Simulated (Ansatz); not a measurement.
## Compressing MoSi2: a fit and a missing row

MoSi2, I4/mmm, a = 3.217 Å, c = 7.873 Å. Ansatz: PBE, PAW, 420 eV, Γ-centred 18×18×18 mesh on 3 atoms, Gaussian smearing 0.10 eV; no spin polarisation. Shape and atoms are relaxed at each volume; pressure is positive in compression.

| V (Å³/atom) | P (GPa) |
| --- | --- |
| 12.764 | ? |
| 13.171 | 6.66 |
| 13.578 | 0.01 |
| 13.986 | -5.64 |
| 14.393 | -10.42 |

**Question.** Take V0 = 13.578 Å³/atom, count pressures from its P0 = 0.01 GPa, fit the third-order Birch–Murnaghan form to the other rows, and predict the missing pressure.

**Answer.** With the Eulerian strain f = ½[(V0/V)^(2/3) − 1] and y = (P − P0)/[3f(1 + 2f)^(5/2)], the form is the line y = B0 + 1.5 B0 (B0′ − 4) f. Rows (f, y): 0.01025, 205.6; -0.00977, 202.5; -0.01906, 201.0. Means f = -0.006193, y = 203.03; Σ(Δf)² = 0.0004487, ΣΔfΔy = 0.07027; the slope is their ratio. y = 204.0 + 156.6 f GPa, so B0 = 204.0 GPa and B0′ = 4 + 2 × (156.6)/(3 × 204.0) = 4.51. At V = 12.764, f = 0.02104, y = 207.29 and P = 14.51 GPa. The run gave 14.49 GPa, so the fit is 0.02 GPa too high, a small miss on the scale of the series. The form still works here, 33 % of the fitted range beyond its end.